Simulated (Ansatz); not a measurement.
Ag under pressure

Computed with Ansatz, DFT PBE, scalar-relativistic, plane waves, PAW. Run with 420 eV cutoff, 18×18×10 k-mesh, Gaussian smearing of 0.10 eV, no spin polarisation.

Starting point, cell and atoms relaxed:

```
CELL_PARAMETERS angstrom
2.93459 0.00000 0.00000
-1.46730 2.54143 0.00000
0.00000 0.00000 4.79791
ATOMIC_POSITIONS crystal
Ag 0.33333 0.66667 0.25000
Ag 0.66667 0.33333 0.75000
```

Cell and atoms are relaxed at each pressure within the symmetry of the start, at zero temperature, so transitions that lower the symmetry aren't seen. The k-mesh given is that at zero pressure and may differ at others. a, b and c are the lengths of the cell vectors above.

| P (GPa) | V (Å³/atom) | V/V0 | a (Å) | b (Å) | c (Å) |
| --- | --- | --- | --- | --- | --- |
| -1 | 18.10 | 1.011 | 2.945 | 2.945 | 4.817 |
| 0 | 17.89 | 1.000 | 2.935 | 2.935 | 4.798 |
| 1 | 17.70 | 0.989 | 2.924 | 2.924 | 4.782 |
| 4 | 17.20 | 0.961 | 2.895 | 2.895 | 4.737 |
| 12 | 16.19 | 0.905 | 2.838 | 2.838 | 4.643 |
| 25 | 15.09 | 0.844 | 2.773 | 2.773 | 4.534 |
| 50 | 13.76 | 0.769 | 2.689 | 2.689 | 4.395 |
| 90 | 12.48 | 0.698 | 2.603 | 2.603 | 4.256 |

**Question.** What bulk modulus and pressure derivative fit these points?

**Answer.** A third-order Birch–Murnaghan fit gives B0 = 91 GPa and B0' = 5.7.

This form isn't the element's structure at ambient conditions.